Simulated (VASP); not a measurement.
Wanted: the native input for a VASP 6.6.1 run.

| Property | Result |
| --- | --- |
| Task | Born charges and dielectric tensor |
| Functional | PBEsol |
| Potentials or basis | VASP PAW PBE potentials, release 64 (Pb_d, S) |
| Cutoff | 520 eV |
| k mesh | 8 × 8 × 8 |
| Occupations | gaussian, width 0.02 eV |
| Spin | no spin polarisation |
| Further INCAR settings | ALGO = Fast; EDIFF = 1e-08; IBRION = 8 |

The structure of PbS (Galena) lies in POSCAR:

```
PbS
1.0
    0.0000000000      2.9657500000      2.9657500000
    2.9657500000      0.0000000000      2.9657500000
    2.9657500000      2.9657500000      0.0000000000
Pb S
1 1
Direct
    0.0000000000      0.0000000000      0.0000000000
    0.5000000000      0.5000000000      0.5000000000
```

The input as run:

INCAR

```
SYSTEM = PbS
PREC = Accurate
ENCUT = 520
EDIFF = 1E-8
ISMEAR = 0
SIGMA = 0.02
LREAL = .FALSE.
LASPH = .TRUE.
NELM = 100
ALGO = Fast
ISIF = 2
LWAVE = .FALSE.
LCHARG = .FALSE.
GGA = PS
LEPSILON = .TRUE.
IBRION = 8
```

KPOINTS

```
Automatic mesh
0
G
  8 8 8
  0 0 0
```

Potentials or basis: VASP PAW PBE potentials, release 64 (Pb_d, S).

The run is started by

```console
$ cat potpaw_PBE.64/Pb_d/POTCAR potpaw_PBE.64/S/POTCAR > POTCAR
$ mpirun -np 1 vasp_std > vasp.out
```

Results of the run:

```
Band gap on the k mesh                                  : 0.25 eV, direct
Electronic dielectric tensor (diagonal)                 : 36.76
Born charges (mean of the diagonal)                     : Pb +3.34; S -3.34 e
Highest phonon frequency at Γ, LO-TO splitting left out : 48 cm⁻¹
```

Caveat: the gap is small at this level, which inflates the dielectric constant; spin-orbit coupling is left out, which as a rule narrows the gap of such compounds by several tenths of an eV.

It took 3.9 min on 1 thread of Intel(R) Xeon(R) Platinum 8488C (Sapphire Rapids), with other jobs on the host, peak memory 0.28 GiB.
